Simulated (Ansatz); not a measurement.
Sb: single point with r2SCAN0 form with a typed share of exact exchange

Sb:

```
CELL_PARAMETERS angstrom
3.16000 0.00000 0.00000
0.00000 3.16000 0.00000
0.00000 0.00000 3.16000
ATOMIC_POSITIONS crystal
Sb 0.00000 0.00000 0.00000
```

This isn't the form of Sb at room conditions, which is rhombohedral.

```json
{
 "Program": "Ansatz 0.2.0",
 "Task": "single point",
 "Functional": "r2SCAN0 form with a typed share of exact exchange",
 "Potentials or basis": "Ansatz PAW",
 "Cutoff": "500 eV (not typed: the program's choice for these potentials)",
 "k mesh": "5 × 5 × 5",
 "Occupations": "fermi-dirac, width 0.05 eV",
 "Spin": "no spin polarisation",
 "Share of exact exchange": "0"
}
```

* Pressure: -3.5 GPa
* Band gap on the k mesh: none (metal or under the smearing width)

Levels at points of the mesh, in eV from the Fermi level:
```csv
k point,band 5,band 6,band 7,band 8,band 9,band 10
"(0.00, 0.00, 0.00)",-29.94,-12.66,3.16,3.16,3.16,7.25
```

Wall time 0.86 s on 2 threads of Intel(R) Xeon(R) Platinum 8259CL CPU @ 2.50GHz (Skylake/Cascade Lake), on a shared host, peak memory 0.39 GiB.

Caveat: the k mesh is coarse (spacing up to 0.40 Å⁻¹), so the values aren't converged, least of all with exact exchange; the PAW data sets come from PBE, with cores solved anew for the run's functional, which leaves a small shift of forces and pressure. The run has no spin-orbit coupling, so splittings on Sb are missing.
